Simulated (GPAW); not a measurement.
Fe:

```
Fe
1.0
     0.00000    1.94174    1.96511
     1.49844    0.00000    1.96511
     1.49844    1.94174    0.00000
Fe
1
Direct
  0.00000 0.00000 0.00000
```

- Program: GPAW 26.7.0
- Task: relaxation of cell and atoms
- Functional: PBEsol
- Dispersion: D3(BJ)
- Potentials or basis: PAW data sets generated in the run's folder for this functional
- Cutoff: 600 eV
- Basis: pw
- k mesh: 9 × 9 × 9
- Occupations: fermi-dirac, width 0.05 eV
- Spin: collinear spin, ferromagnetic start
- Starting moments: [3.0] μB

At the start: pressure -13.1 GPa; volume 11.44 Å³/atom.

Q: How do energy, volume and symmetry change on relaxing?

A: Over 8 steps the energy falls by 54.9 meV/atom and the volume is 10.71 Å³/atom (-6.3 %); space group Im-3m (No. 229, to 0.05 Å); moment 2.08 μB per cell.

The path:
```
step  energy change (eV)  largest force (eV/Å)  pressure (GPa)  volume (Å³)
   1              0.0000                0.0000          -13.06        11.44
   2             -0.0311                0.0000           -5.79        10.99
   3             -0.0423                0.0000            3.47        10.58
   4             -0.0461                0.0000            2.44        10.62
   5             -0.0543                0.0000           -0.22        10.72
   6             -0.0548                0.0000           -0.05        10.72
   7             -0.0548                0.0000           -0.02        10.72
   8             -0.0549                0.0000            0.01        10.71
```

Final structure:
```xyz
1
Lattice="0.0000 1.9643 1.9641 1.3886 0.0000 1.9641 1.3886 1.9643 0.0000" Properties=species:S:1:pos:R:3 pbc="T T T"
Fe    0.0000    0.0000    0.0000
```

Caveat: each step starts from the last one's moments, so a moment once lost doesn't come back; later steps reuse the first step's grids; pairwise dispersion overbinds metals, which lowers pressure and volume.
